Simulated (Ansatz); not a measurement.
# HgTe (model cell, started as NiAs type): following an unstable mode, part 3 of 3

Wanted: the energy along a soft mode of HgTe (model cell, started as NiAs type) and the structure at the end.

Ansatz 0.2.0; DFT PBE, scalar-relativistic, plane waves, PAW.

So far. Step 5 (Energy along the mode, all amplitudes (two of the runs …): The lowest of the steps tried is at 0.22 Å, 2.26 meV/atom below the parent; the bottom of the well need not coincide with a step. Step 7 (The new phase in its own primitive cell): The largest force component left is 0.73 meV/Å and the pressure is -0.001 GPa, within the tolerances set. The cell now holds 33.29 Å³/atom. The relaxed cell has a, b, c = 7.202, 8.416, 4.394 Å (conventional setting).

The structure was built from a prototype and need not be the compound's stable phase.

## (8) Modes of the new phase, k-mesh 4×4×8

A relaxed structure may still be a saddle point, so its zone-centre modes are computed. No field response is asked, since the mesh shows no gap.

Input file input.yaml:

```yaml
crystal:
  lattice:
    - [7.2016543733, 0.0, 0.0]
    - [0.0, 8.4160126624, 0.0]
    - [0.0, 0.0, 4.3940594536]
  atoms:
    - { symbol: Hg, position: [0.5, 0.0, 0.5] }
    - { symbol: Hg, position: [0.0, 0.0, 0.0] }
    - { symbol: Hg, position: [0.5, 0.5, 0.5] }
    - { symbol: Hg, position: [0.0, 0.5, 0.0] }
    - { symbol: Te, position: [0.3073962937, 0.1826102632, 0.0] }
    - { symbol: Te, position: [0.8073962937, 0.3173897368, 0.5] }
    - { symbol: Te, position: [0.1926037063, 0.6826102632, 0.5] }
    - { symbol: Te, position: [0.6926037063, 0.8173897368, 0.0] }
kpoints:
  mp_grid: { grid: [4, 4, 8] }
hamiltonian:
  xc: pbe
scf:
  occupations: { method: methfessel_paxton, width: 0.15 }
output:
  eigenvalues: true
phonons:
  method: dfpt
```

Run with:

```console
ansatz run input.yaml --threads 4 --pin off --max-ram 7168MiB --backend cpu --events-out ev --progress --plain --runs-dir out
```

Numbers of over 12 decimals in the logs are rounded to 6 here.

Output:

```text
zone centre: on kpoints.mp_grid the ground state, and the responses unless they are solved on pairs of k-points, stand on 50 of the mesh's 128 k-points, reduced under 2 symmetry operations, with k and −k counted as one. Each operation leaves every solved displacement unchanged or reverses it
[...]
Crystal: 8 atoms, lattice volume = 266.320 Å³
Basis set: ecut = 420 eV, 5211 PW (Γ), exchange–correlation on 100×120×60 points (8 copies of the dense FFT grid, shifted against one another)
Bands: 87, of which v1, the nominal top of the filled ones, is band 72 counted from 1 (71 counted from 0)
Symmetry: 8 space group operations
k-points: 50 of 128 (irreducible under 2 space group operations, time reversal used)
[...]
SCF iter   1: F=—  HF=-83173.825200 eV  |F-HF|=—  |Δ(HF+E_count)|=         —  Δρ=2.48e-3  dr2=3.47e-2  ethr=1.77e-3  ⟨swp⟩=6.9  Hψ=17511  notcnv=0  defer=18
[...]
SCF iter  10: F=-83173.820260 eV  HF=-83173.820260 eV  |F-HF|=0.00e0  |Δ(HF+E_count)|=  4.37e-11  S|Δr|=    0.00e0  Δρ=3.77e-8  dr2=2.08e-12  ethr=1.00e-12  ⟨swp⟩=11.0  Hψ=25085  notcnv=0
SCF 1 converged in 10 iterations: F = -83173.820260 eV  dr2 = 2.08e-12
[...]
DFPT response loops at Γ: preconditioner auto → Kerker (q_TF=auto, 2.463 Å⁻¹) (partly filled bands, converged f_vac=0.078); β = 1.00, the filter's whole step (`scf.mixing.beta` (0.50) is not read by the response loops under this deck's `scf.mixing.preconditioner`; to damp them name `kerker` or `kerker_dos`, under which they read `scf.mixing.beta`, and type it under 1.00, their step now; both keys bind the ground state too); Broyden in place of MSR1
SCF converged after 10 iterations
[...]
Free energy (F): -83173.820260 eV
[...]
Internal energy: -83173.823744 eV  (E = F + TS)
E sigma→0 (E₀):  -83173.821131 eV
Entropy (-TS):   0.003484 eV (0.436 meV/atom)
Fermi energy:    9.009254 eV
[...]
--- Band table (eV; the first three rows and the last of 50) ---
  k-point 0: bands = [... 68 lower, 7.9947, 8.0878, 8.8526, 9.1471, 9.2457, 10.3785, 10.6348, 10.9086, ... 11 higher]
  k-point 1: bands = [... 68 lower, 7.7303, 7.9428, 8.3967, 8.5972, 9.7126, 10.1327, 11.0074, 11.3752, ... 11 higher]
  k-point 2: bands = [... 68 lower, 7.3173, 7.3875, 8.1015, 8.1622, 9.4823, 10.3083, 10.6018, 11.7164, ... 11 higher]
  k-point 49: bands = [... 68 lower, 7.0552, 7.0552, 8.0319, 8.0319, 9.4366, 9.4366, 9.9383, 9.9383, ... 11 higher]
--- Phonons (Γ-DFPT): 9 representative perturbations + reference, on 50 of 128 k-points (Σ response iterations 32) ---
  k mesh reduced under 2 symmetry operations, with k and −k counted as one. Each operation leaves every solved displacement unchanged or reverses it
  ASR residual: 2.720e-4 → 0.000e0 eV/Å²; symmetrization residual: 4.513e-5 eV/Å²
  ASR residual per site (eV/Å²): 2.72e-4 7.58e-5 7.58e-5 2.72e-4 1.60e-4 1.60e-4 1.60e-4 1.60e-4
  Γ frequencies (cm⁻¹): -49.98 -29.86 -27.10 -11.13 0.00 0.00 0.00 18.72 30.53 32.74 32.75 38.81 45.29 51.36 81.26 81.58 83.04 84.45 90.43 93.33 112.63 123.15 179.67 180.09
  non-analytic LO–TO correction: not included (Born effective charges unavailable; polar crystals: no LO–TO splitting at Γ)
```

It took 1.9 min on 4 threads of AMD EPYC 9R45, shared host; peak memory 3.4 GiB; 7.4 min of CPU time.

This step gave:

```yaml
sum_rule_residual_before_enforcement: 2.72e-4 eV/Å²
point_group: mmm
highest_optical_mode_at_the_zone_centre_no_lo_to_term: 180.1 cm⁻¹
lowest_optical_zone_centre_mode: -49.98 cm⁻¹
```

Patterns of degenerate modes are one choice out of their space. The modes at Γ (shares of kinetic energy by element, %) (negative means imaginary):

| mode | frequency (cm⁻¹) | symmetry | Hg % | Te % |
| --- | --- | --- | --- | --- |
| 1 | -50.0 | B3g | 0 | 100 |
| 2 | -29.9 | B2g | 0 | 100 |
| 3 | -27.1 | B3u | 82 | 18 |
| 4 | -11.1 | B2u | 93 | 7 |
| 5 | 0.0 | acoustic | 61 | 39 |
| 6 | 0.0 | acoustic | 61 | 39 |
| 7 | 0.0 | acoustic | 61 | 39 |
| 8 | 18.7 | Au | 70 | 30 |
| 9 | 30.5 | B3u | 98 | 2 |
| 10 | 32.7 | not assigned | 89 | 11 |
| 11 | 32.8 | not assigned | 63 | 37 |
| 12 | 38.8 | B1u | 91 | 9 |
| 13 | 45.3 | B2u | 69 | 31 |
| 14 | 51.4 | B3u | 61 | 39 |
| 15 | 81.3 | B1u | 48 | 52 |
| 16 | 81.6 | Au | 41 | 59 |
| 17 | 83.0 | B2u | 61 | 39 |
| 18 | 84.5 | Ag | 0 | 100 |
| 19 | 90.4 | B3u | 44 | 56 |
| 20 | 93.3 | B1g | 0 | 100 |
| 21 | 112.6 | Ag | 0 | 100 |
| 22 | 123.2 | B1g | 0 | 100 |
| 23 | 179.7 | B2u | 53 | 47 |
| 24 | 180.1 | B3u | 54 | 46 |

Displacements in mode 1 (-50.0 cm⁻¹), the largest set to 1:
```
Hg1  0.00  0.00  0.00
Hg2  0.00  0.00  0.00
Hg3  0.00  0.00  0.00
Hg4  0.00  0.00  0.00
Te5  0.00  0.00 -1.00
Te6  0.00  0.00  1.00
Te7  0.00  0.00 -1.00
Te8  0.00  0.00  1.00
```

Displacements in mode 16 (81.6 cm⁻¹), the largest set to 1:
```
Hg1  0.00  0.00 -0.93
Hg2  0.00  0.00 -0.11
Hg3  0.00  0.00  0.11
Hg4  0.00  0.00  0.93
Te5  0.00  0.00  1.00
Te6  0.00  0.00 -1.00
Te7  0.00  0.00 -1.00
Te8  0.00  0.00  1.00
```

Before it was imposed, the acoustic sum rule was missed by 2.7e-4 eV/Å². Small misses are needed for a sound result but don't prove that mesh and cutoff are converged. The lowest optical mode is imaginary, 50.0i cm⁻¹, so the energy falls along it.

## (9) The phases reached

The phases reached along the modes that were followed are set side by side.

Energies are those of the first relaxation, on the mesh of the frozen mode; space group, volume and gap are those of the last relaxation. Phases, by row:

| mode frozen in | space group | energy from parent (meV/atom) | volume (Å³/atom) | gap on mesh (eV) | lowest zone-centre optical mode (cm⁻¹) | largest shift (Å) |
| --- | --- | --- | --- | --- | --- | --- |
| parent | P6_3/mmc | 0 | 29.4 | 0 | – | – |
| q = (0, -0.5, 0), 32i cm⁻¹ | Pnnm | -57.66 | 33.29 | 0 | -50 | 0.597 |

## (10) Outcome

```
unstable mode of the parent                                                      : q = (0, -0.5, 0), 32i cm⁻¹
depth at the lowest point sampled                                                : 2.26 meV/atom
largest atomic shift at that point                                               : 0.22 Å
space group reached (within 0.01 Å)                                              : Pnnm
energy gained over the parent (first relaxation, on the mesh of the frozen mode) : 57.7 meV/atom
volume per atom, phase reached                                                   : 33.3 Å³
lowest optical zone-centre mode, phase reached                                   : -50.0 cm⁻¹
highest optical mode at the zone centre (no LO-TO term), phase reached           : 180 cm⁻¹
```

What this shows: Along this mode the structure falls into Pnnm, 57.7 meV/atom below the parent. At the parent's cell the well is 2.261 meV/atom deep on the steps tried, with its lowest point at a shift of 0.22 Å. Relaxing atoms and cell changes the gain by +55.40 meV/atom against the lowest step (energies at zero smearing). Most of the total comes from this relaxation. The new phase still has an imaginary mode at the zone centre of its cell, so it is a saddle point on the way to a lower structure. Each path keeps the symmetry of its pattern, so a lower phase may lie along a pattern not tried. The q mesh is too sparse to interpolate, so only the solved wavevectors are given. With no gap, or one that is small against the smearing, the frequencies hang on the k mesh and the smearing, most of all near Kohn anomalies. A semilocal functional can close a gap that the real compound would have, so the metallic treatment may be an artefact of the level. Spin-orbit coupling is left out, which can matter for the heavy elements here. A phonon run warned that its eigensolver left some bands unconverged in a pass. The starting cell was built on a prototype and not taken from a measurement, so the phase need not exist.

[Logs are printed without paths, hosts, clocks, repeated set-up lines and the standing remarks that a program may print on its own settings, such as how far it seeks lower states.]

[Hosts, paths, dates, database ids (printed as entryN), source tags and the programs' standing remarks are cut or masked in the printed files.]
